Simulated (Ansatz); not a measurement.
## Strain response of Si2Ni

These are results of DFT PBE, scalar-relativistic, plane waves, PAW (Ansatz), not measurements. (420 eV cutoff, 10×10×8 k-mesh, Gaussian smearing of 0.10 eV, no spin polarisation)

Reference structure (relaxed):

```xyz
6
Lattice="2.7234 2.7234 0.0000 -2.7234 2.7234 0.0000 0.0000 0.0000 5.4468" Properties=species:S:1:pos:R:3 pbc="T T T"
Si   -1.3617    1.3617    4.0851
Si    1.3617    1.3617    4.0851
Si    1.3617    1.3617    1.3617
Si   -1.3617    1.3617    1.3617
Ni    0.0000    0.0000    0.0000
Ni    0.0000    2.7234    2.7234
```

Deformation: uniaxial strain along a, with the lengths of b and c and the atoms relaxed and the angles held, all within the symmetry that the strain leaves. Energies are extrapolated to zero smearing. Stress is positive in compression, on the Cartesian axes of the cell above. On this cell's mesh the reference holds a stress of up to 0.62 GPa.

Strains computed: -2.0, +2.0 %.

Question: At which strain does the energy stand 1.3 meV/atom over the relaxed crystal with σxx = -1.10, σyy = -1.10, σzz = 0.00, σyz = 0.00, σxz = 0.00, σxy = -1.11 GPa?

Answer: +2.0 %.